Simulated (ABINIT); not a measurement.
The system is In.

```
In
1.0
     3.33548    0.00000    0.00000
    -1.66774    2.88861    0.00000
     0.00000    0.00000    5.50914
In
2
Cartesian
  1.6677 0.9629 4.1319
  0.0000 1.9257 1.3773
```

This isn't the form of In at room conditions, which is tetragonal.

Base run:

```yaml
Program: ABINIT 10.8.3 (patched build)
Functional: BLYP
Potentials_or_basis: JTH PAW PBE v2.0
Cutoff: 707 eV
k_mesh: 9 × 9 × 5
Occupations: fermi-dirac, width 0.05 eV
Spin: no spin polarisation
```

Its results: band gap on the k mesh none (metal or under the smearing width); pressure 5.2 GPa.

**Question.** The run is repeated on the same cell with these changes: functional from BLYP to SCAN. What comes out?

**Answer.** Band gap on the k mesh none (metal or under the smearing width); pressure -0.8 GPa.

Caveats: the PAW data sets were made with another functional, which shifts forces and pressure a little.
